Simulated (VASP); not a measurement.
A run of VASP 6.6.1 is set up as follows.

Contents of INCAR:

```
SYSTEM = KF
PREC = Accurate ; ENCUT = 600
EDIFF = 1E-7 ; ISMEAR = 0
SIGMA = 0.03 ; LREAL = .FALSE.
LASPH = .TRUE. ; NELM = 80
ALGO = Normal ; ISIF = 3
LWAVE = .FALSE. ; LCHARG = .FALSE.
GGA = PE ; IBRION = 2
NSW = 90 ; EDIFFG = -0.005
```

KPOINTS

```
regular mesh
0
G
  10 10 10
  0 0 0
```

File POSCAR:

```
KF                                      
1.0
    0.0000000000      2.7106739245      2.7106739245
    2.7106739245     -0.0000000000      2.7106739245
    2.7106739245      2.7106739245      0.0000000000
  K               F             
     1     1
Direct
     0.0000000000000000    0.0000000000000000    0.0000000000000000
     0.5000000000000000    0.5000000000000000    0.5000000000000000
```

Potentials or basis: VASP PAW PBE potentials, release 64 (K_sv, F).

The run is started by

```bash
$ cat potpaw_PBE.64/K_sv/POTCAR potpaw_PBE.64/F/POTCAR > POTCAR
$ mpirun -np 1 vasp_std > vasp.out
```

What does it give for the band gap on the k mesh?

5.95 eV, direct.

Final structure:
```
K F
1.0
     0.00000    2.71067    2.71067
     2.71067    0.00000    2.71067
     2.71067    2.71067    0.00000
K F
1 1
Direct
  0.00000 0.00000 0.00000
  0.50000 0.50000 0.50000
```

Caveat: the relaxation stopped at its first step, so nothing moved. PBE gaps usually lie below the measured ones, often by a third to a half.
